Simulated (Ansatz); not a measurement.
Zinc-blende ZnTe was calculated with LDA in Ansatz (plane waves, PAW).

Settings: plane-wave cutoff 520 eV, 10×10×10 k mesh, Fermi–Dirac smearing 0.01 eV, scalar-relativistic PAW data made under PBE.

Computed points:

```csv
V (Å³/atom),E − E_lowest (meV/atom)
25.309,18.92
25.848,8.09
26.386,1.95
26.925,0.00
27.463,1.78
28.002,6.90
28.540,15.00
```

Estimate the bulk modulus and its pressure derivative from these points.

V0 = 26.927 Å³/atom, B0 = 55.5 GPa, B′ = 4.7 (fit to the energies at full precision).

Measured, for comparison: bulk modulus 51 ± 3 GPa (room temperature, not corrected to a static lattice; as tabulated in Determination of phase transition pressures of ZnTe under quasihydrostatic …); equilibrium volume per atom 28.42 Å³/atom (room temperature, not corrected to a static lattice; as tabulated in Albrecht et al. (1997), arXiv:cond-mat/9706128). Computed (rounded) less measured: bulk modulus +9 %, equilibrium volume per atom -5.2 %. A static lattice is as a rule a little smaller and stiffer than an uncorrected measurement, which narrows the difference in the bulk modulus and would widen misses of the other sign.

Spin–orbit coupling is not included.

Static lattice: no zero-point or thermal effects.

Ansatz is an electronic-structure program.
